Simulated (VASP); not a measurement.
A run of VASP 6.6.1 is set up as follows.

Contents of INCAR:

```
SYSTEM = C
ALGO     = Normal         ! electronic algorithm
EDIFF    = 1E-6           ! SCF threshold, eV
ENCUT    = 520            ! plane-wave cutoff, eV
GGA      = PE             ! functional
ISIF     = 2              ! what is computed and relaxed
ISMEAR   = 0              ! smearing method
LASPH    = .TRUE.         ! aspherical terms in the spheres
LCHARG   = .TRUE.         ! write CHGCAR
LELF     = .TRUE.         ! ELF
LREAL    = .FALSE.        ! projectors in reciprocal space
LVHAR    = .TRUE.       
LWAVE    = .FALSE.        ! write WAVECAR
NBANDS   = 8              ! bands
NELM     = 100            ! most SCF steps
PREC     = Accurate       ! precision mode
SIGMA    = 0.1            ! smearing width, eV
```

The input KPOINTS:

```
k-points
0
G
  20 20 20
  0 0 0
```

Contents of POSCAR:

```
C
1.0
   -1.4028104571      1.4028104571      1.4028104571
    1.4028104571     -1.4028104571      1.4028104571
    1.4028104571      1.4028104571     -1.4028104571
C
1
Direct
    0.0000000000      0.0000000000      0.0000000000
```

Potentials or basis: VASP PAW PBE potentials, release 64 (C).

Command:

```console
$ cat potpaw_PBE.64/C/POTCAR > POTCAR
$ mpirun -np 1 vasp_std > vasp.out
```

Problem. Estimate the band gap on the k mesh.

Solution. None (metal or under the smearing width).

Problem. Estimate the pressure.

Solution. -31.3 GPa.

Caveat: the cell as given lies far from equilibrium; so large a pressure means that the cell lies far from this level's equilibrium, or that cutoff or potentials fall short.
